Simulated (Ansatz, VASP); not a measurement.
# Two plane-wave programs on SrCl2

```xyz
3
Lattice="0.0000 3.4855 3.4855 3.4855 0.0000 3.4855 3.4855 3.4855 0.0000" Properties=species:S:1:pos:R:3 pbc="T T T"
Sr    0.0000    0.0000    0.0000
Cl    1.7428    1.7428    1.7428
Cl    5.2283    5.2283    5.2283
```

Alike in both runs: task single point; functional r2SCAN; k mesh 4 × 4 × 4; occupations gaussian, width 0.1 eV; no spin polarisation.

|  | VASP | Ansatz |
| --- | --- | --- |
| version | VASP 6.6.1 | Ansatz 0.2.0 |
| potentials or method | VASP PAW PBE potentials, release 64 (Sr_sv, Cl) | scalar-relativistic, plane waves, PAW |
| plane-wave cutoff (eV) | 520 | 500 |
| valence electrons in the cell | 24 | 24 |

|  | VASP | Ansatz | Ansatz less VASP |
| --- | --- | --- | --- |
| gap on the k mesh at the Fermi level (eV) | 5.98 | 5.98 | +0.001 |
| least direct gap on the mesh (eV) | 5.99 | 5.99 | 0.000 |
| pressure (GPa) | 0.4 | 0.4 | -0.04 |

Caveats: the PAW data sets were made with another functional, which shifts forces and pressure a little (VASP). r2SCAN opens gaps a little over a GGA but as a rule still falls short of measured ones. A k mesh can miss the band edges.
